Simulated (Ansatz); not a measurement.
**CoSn₂ (I4/mcm): electronic heat capacity and spin susceptibility from the density of states**

The calculation used DFT PBEsol, scalar-relativistic, plane waves, PAW in Ansatz 0.2.0.

Settings: cutoff 420 eV, Γ-centred mesh 8×8×8 on the computed 6-atom cell, Gaussian smearing of 0.10 eV; no spin polarisation.

Relaxed cell: I4/mcm, a = 6.280 Å, b = 6.280 Å, c = 5.398 Å, α = 90.00°, β = 90.00°, γ = 90.00°, 6 atoms in the primitive cell. Whether it is the stable form of this composition wasn't checked.

The density of states at the Fermi level is 2.841 states/eV in the cell of 6 atoms (2 formula units; both spins, tetrahedra on a 12×12×12 mesh).

Task: What Sommerfeld coefficient and Pauli susceptibility does this give?

Result: Per formula unit N(E_F) = 1.420 states/eV. γ = (π²/3) k_B² N(E_F) N_A = 2.357 mJ/(mol K²) per state/eV, so γ = 3.3 mJ/(mol K²), a mole of formula units. χ_P = μ_B² N(E_F) N_A = 3.23×10⁻⁵ emu/mol per state/eV gives 4.6×10⁻⁵ emu/mol. This is the bare band result: a measured γ of the same phase is as a rule larger by a factor 1 + λ from phonons and spin fluctuations, the spin part of χ is larger by the Stoner factor, and a measured χ also holds orbital and core terms. N(E_F) at one energy is sensitive to the mesh where the density of states has sharp peaks.

Spin polarisation was left out, and a magnetic state may lie lower.

A ferromagnetic start lost its moments in a first run, so spin was left out; other magnetic orders weren't tried.